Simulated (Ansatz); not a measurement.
## Li under changes of volume

One of the cells (20.424 Å³/atom); the others are scaled copies at fixed shape and fractional positions:

```
Li
1.0
     4.94887    0.00000    0.00000
    -2.47443    4.28584    0.00000
     0.00000    0.00000    2.88884
Li
3
Direct
  0.33333 0.66667 0.50000
  0.66667 0.33333 0.50000
  0.00000 0.00000 0.00000
```

This isn't the form of Li at room conditions, which is bcc.

* Program: Ansatz 0.2.0
* Functional: PBE
* Potentials or basis: Ansatz PAW
* Cutoff: 420 eV (not typed: the program's choice for these potentials)
* k mesh: 6 × 6 × 9
* Occupations: fermi-dirac, width 0.05 eV
* Spin: no spin polarisation

```tsv
volume (Å³/atom)	energy over the lowest point (meV/atom)	pressure (GPa)
19.199	2.48	0.8
19.607	?	?
20.016	0.06	0.2
20.424	0.00	-0.1
20.833	0.62	-0.4
21.241	1.86	-0.6
21.650	3.67	-0.8
```

Q: What does the run at 19.607 Å³/atom give?

A: Energy over the lowest point 0.86 meV/atom; pressure 0.5 GPa.

Worked out: A Birch-Murnaghan fit of order 3 (a polynomial in V^(-2/3)) to the other rows has its minimum at 20.25 Å³/atom with B0 = V·E''(V) = 13.7 GPa and B' = 3.5 at fixed shape and positions, which overstates the stiffness. It gives 0.86 meV/atom at 19.607 Å³/atom, against the run's 0.86, and -dE/dV = 0.5 GPa, against 0.5.

Energies are extrapolated to zero smearing.
